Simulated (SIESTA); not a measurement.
Runs of SIESTA 5.4.2 on FeO (Wuestite). It takes space group R-3m (No. 166, trigonal). The conventional cell has a = 3.038 Å, b = 3.038 Å, c = 7.559 Å, α = 90.00°, β = 90.00°, γ = 120.00°. Fe (site symmetry -3m) has 6 O at 2.16 Å as nearest neighbours. O (site symmetry -3m) is surrounded by 6 Fe at 2.16 Å. 

| task | level | potentials or basis | energy shift | gap on the mesh (eV) | pressure (GPa) | moment (μB) | V0 of scaled cells (Å³/atom) | B0 (GPa) |
| --- | --- | --- | --- | --- | --- | --- | --- | --- |
| single point | PBEsol | PseudoDojo 0.4 standard (PBEsol files), DZP (energy shift 0.003 Ry; two zetas on semicore shells) | 0.003 Ry | none | (a) | 4.00 | - | - |
| equation of state | PBE | PseudoDojo 0.4 standard (PBE files), DZP (energy shift 0.002 Ry) | 0.002 Ry | - | - | - | 10.04 | 187 |
| single point | PBE | PseudoDojo 0.4 standard (PBE files), DZP (energy shift 0.003 Ry; two zetas on semicore shells) | 0.003 Ry | none | -0.5 | 4.00 | - | - |
| single point | PBE | PseudoDojo 0.4 standard (PBE files), DZP (energy shift 0.002 Ry) | 0.002 Ry | none | (b) | 4.00 | - | - |
| equation of state | PBEsol | PseudoDojo 0.4 standard (PBEsol files), DZP (energy shift 0.003 Ry; two zetas on semicore shells) | 0.003 Ry | - | - | - | 9.61 | 212 |

Alike in all rows: spin collinear, ferromagnetic start; cell as given; k mesh 11 × 11 × 11; smearing fermi-dirac 0.05 eV; grid cutoff 800 Ry.

Fill in the values left out.

(a) -8.9; (b) -0.4.

Caveats: the basis of atomic orbitals isn't converged, which shifts pressures, moduli and gaps; short orbitals over semicore shells can move pressures by several GPa (some runs); a cell with one magnetic atom can't hold antiferromagnetic order, which such compounds often take (some runs); semilocal functionals often make such compounds metallic where correlation or magnetic order opens a gap, which also shifts bond lengths (some runs); semicore shells carry a single zeta, which can move pressures by several GPa and volumes by a few percent (some runs); the cell was scaled at fixed shape and fractional positions, which overstates the stiffness of a crystal with free parameters, most of all of layers and chains (some runs).

A k mesh can miss the band edges.

A gap of «none» marks a metal or a gap under the smearing width.

Not every run made on this cell is shown here.
